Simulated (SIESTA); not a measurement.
**C in SIESTA: the effect of functional**

C, a slab with vacuum:

```
C
1.0
     2.45610    0.00000    0.00000
    -1.22805    2.12706    0.00000
     0.00000    0.00000   22.17327
C
6
Direct
  0.58338 0.16676 0.33825
  0.91662 0.83324 0.33825
  0.08338 0.16676 0.50203
  0.41662 0.83324 0.50203
  0.58338 0.16676 0.66175
  0.91662 0.83324 0.66175
```

The slab is cut from a database's or a generator's crystal, which needn't be the stable form of the element.

Alike in all runs:

- Program: SIESTA 5.4.2
- Task: single point
- Basis: DZP (energy shift 0.003 Ry)
- Grid cutoff: 500 Ry
- Energy shift: 0.003 Ry
- k mesh: 12 × 12 × 1
- Occupations: fermi-dirac, width 0.05 eV
- Spin: no spin polarisation

| functional | potentials or basis | work function (eV) |
| --- | --- | --- |
| LDA | PseudoDojo 0.4 standard (LDA files) | ? |
| PBEsol | PseudoDojo 0.4 standard (PBEsol files) | 4.25 |
| AM05 | PseudoDojo 0.4 standard (PBEsol files) | 4.20 |
| WC | PseudoDojo 0.4 standard (PBEsol files) | 4.23 |
| PBE | PseudoDojo 0.4 standard (PBE files) | 4.17 |
| PW91 | PseudoDojo 0.4 standard (PBE files) | 4.22 |
| revPBE | PseudoDojo 0.4 standard (PBE files) | 4.09 |
| RPBE | PseudoDojo 0.4 standard (PBE files) | 4.08 |
| BLYP | PseudoDojo 0.4 standard (PBE files) | 3.81 |

Task: What does the run with functional LDA give?

Result: Work function 4.47 eV.
